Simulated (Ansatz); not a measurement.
Crystal: NbH.

```
Nb H
1.0
    -1.60696    1.60696    1.98430
     1.60696   -1.60696    1.98430
     1.60696    1.60696   -1.98430
Nb H
1 1
Direct
  0.00000 0.00000 0.00000
  0.50000 0.50000 0.00000
```

The cell comes from a database or a generator and needn't be the stable form of this composition.

Base run:

| Property | Result |
| --- | --- |
| Program | Ansatz 0.2.0 |
| Functional | PBEsol |
| Potentials or basis | all-electron LAPW, scalar-relativistic |
| Cutoff | 269 eV |
| Density cutoff | 1078 eV |
| Basis error allowed | 0.001 eV/atom |
| k mesh | 12 × 12 × 12 |
| Occupations | fermi-dirac, width 0.05 eV |
| Spin | no spin polarisation |

Its results: pressure -7.3 GPa.

Task: The run is repeated on the same cell with these changes: functional from PBEsol to LDA. What comes out?

Result: Pressure -10.7 GPa.

LDA binds more tightly than PBEsol, so the same cell stands under less pressure.

Not every run made on this cell is shown here.
